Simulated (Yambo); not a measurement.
# Si in Yambo: convergence with bands in self energy

The system is Si.

```
Si
1.0
     0.00000    2.72185    2.72185
     2.72185    0.00000    2.72185
     2.72185    2.72185    0.00000
Si
2
Direct
  0.50000 0.50000 0.50000
  0.75000 0.75000 0.75000
```

```yaml
Program: Yambo 5.3.0
Task: G0W0 quasiparticle levels
Functional: LDA
Potentials_or_basis: PseudoDojo 0.4.1 SR LDA standard
Cutoff: 435 eV
Density_cutoff: 1742 eV
k_mesh: 6 × 6 × 6
Occupations: fixed
Spin: no spin polarisation
k_mesh_of_the_self-consistent_run: 8 × 8 × 8
Form_of_the_LDA: PW92
Random_integration_of_the_Coulomb_term: yes
Direction_of_the_field_or_of_q_to_0: x + y + z
Broadening: 0.1 eV
States_corrected: Γ and the k points of the band edges
Frequency_dependence_of_W: plasmon pole
Terminator_of_the_band_sum_in_the_self-energy: none
Quasiparticle_equation: linearised (Newton)
Imaginary_frequency_of_the_plasmon-pole_fit: 27.2114 eV
Bands_in_the_response: 104
Bands_in_the_self-energy: 9
Cutoff_of_the_response_matrix: 5 Ry
Cutoff_of_exchange_and_Vxc: 32 Ry
Bands_corrected_first_last: "[4, 5]"
```

These are the settings of the first run; the series varies bands in self energy, with any setting tied to it.

Q: The values tried are 9, 14, 24, 44, 104, loosest first. From which on does the quasiparticle gap at the points computed stay within 0.05 eV of the tightest run that finished?

A: From 44 on.

```tsv
bands in self energy	quasiparticle gap at the points computed (eV)
9	1.009
14	1.038
24	1.090
44	1.124
104	1.152
```

The tightest run that finished is the yardstick and may itself not be fully converged.

Caveat, for the tightest run too: this k mesh misses the band edges, so its gaps are larger than the crystal's; this version prints the column dSc/dw multiplied by 27.2; the quasiparticle gap listed is the Kohn-Sham gap on the denser mesh of the self-consistent run plus the correction found on the GW mesh, so it differs from the gap in the log.
